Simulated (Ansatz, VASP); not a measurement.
## Two plane-wave programs on GaP

The input INCAR:

```
ALGO     = Normal         # electronic algorithm
EDIFF    = 1E-6           # SCF threshold, eV
ENCUT    = 520            # plane-wave cutoff, eV
GGA      = PS             # functional
ISIF     = 2              # what is computed and relaxed
ISMEAR   = 0              # smearing method
LASPH    = True           # aspherical terms in the spheres
LCHARG   = False          # write CHGCAR
LREAL    = False          # projectors in reciprocal space
LWAVE    = False          # write WAVECAR
NBANDS   = 16             # bands
NELM     = 60             # most SCF steps
PREC     = Accurate       # precision mode
SIGMA    = 0.05           # smearing width, eV
```

KPOINTS

```
k-points
0
Gamma
  10 10 10
```

POSCAR

```
GaP
1.0
    0.0000000000      2.7194378942      2.7194378942
    2.7194378942      0.0000000000      2.7194378942
    2.7194378942      2.7194378942      0.0000000000
Ga P
1 1
Direct
    0.0000000000      0.0000000000      0.0000000000
    0.7500000000      0.7500000000      0.7500000000
```

Input for Ansatz:

```yaml
crystal:
  lattice:
    - [0.0, 2.7194378942, 2.7194378942]
    - [2.7194378942, 0.0, 2.7194378942]
    - [2.7194378942, 2.7194378942, 0.0]
  atoms:
    - { symbol: Ga, position: [0.0, 0.0, 0.0] }
    - { symbol: P, position: [0.75, 0.75, 0.75] }
basis:
  ecutwfc: 420
kpoints:
  mp_grid: { grid: [10, 10, 10] }
hamiltonian:
  xc: pbesol
  pseudopotentials: { kind: paw, azcp: { folder: soft_1 } }
scf:
  occupations: { method: gaussian, width: 0.05 }
output:
  forces: true
  stress: true
  eigenvalues: true
```

Alike in both runs: task single point; functional PBEsol; k mesh 10 × 10 × 10; occupations gaussian, width 0.05 eV; no spin polarisation.

|  | VASP | Ansatz |
| --- | --- | --- |
| version | VASP 6.6.1 | Ansatz 0.2.0 |
| potentials or method | VASP PAW PBE potentials, release 64 (Ga_d, P) | scalar-relativistic, plane waves, PAW |
| plane-wave cutoff (eV) | 520 | 420 |
| valence electrons in the cell | 18 | 18 |

|  | VASP | Ansatz | Ansatz less VASP |
| --- | --- | --- | --- |
| gap on the k mesh at the Fermi level (eV) | 1.47 | 1.47 | -0.001 |
| least direct gap on the mesh (eV) | 1.80 | 1.80 | -0.007 |
| pressure (GPa) | -0.1 | 0.0 | +0.11 |

Ansatz warned: «pseudo_functional_mismatch».

Caveats: the PAW data sets were made with another functional, which shifts forces and pressure a little (VASP). A k mesh can miss the band edges.
